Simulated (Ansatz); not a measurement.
Cu Kα1 powder pattern (kinematic, no thermal factors).
2θ (°) (relative intensity): 28.81 (59), 45.17 (100), 51.05 (46), 59.68 (7), 70.51 (25), 71.62 (5), 78.96 (6), 82.33 (5)

The pattern is computed from a structure relaxed with Ansatz, DFT PBE, scalar-relativistic, plane waves, PAW. No spin polarisation. Its elements are Ge, Ni.

Give the structure.

NiGe.
Space group P-6m2 (No. 187). a = 3.575 Å, b = 3.575 Å, c = 2.633 Å, α = 90.00°, β = 90.00°, γ = 120.00°
| atom | site | symmetry | x | y | z |
| --- | --- | --- | --- | --- | --- |
| Ni | 1a | -6m2 | 0.0000 | 0.0000 | 0.0000 |
| Ge | 1f | -6m2 | 0.6667 | 0.3333 | 0.5000 |

A pattern alone doesn't exclude other cells with like lines; this is the one computed.

It was reached by relaxing an invented guess, and it needn't be the stable form of this composition.
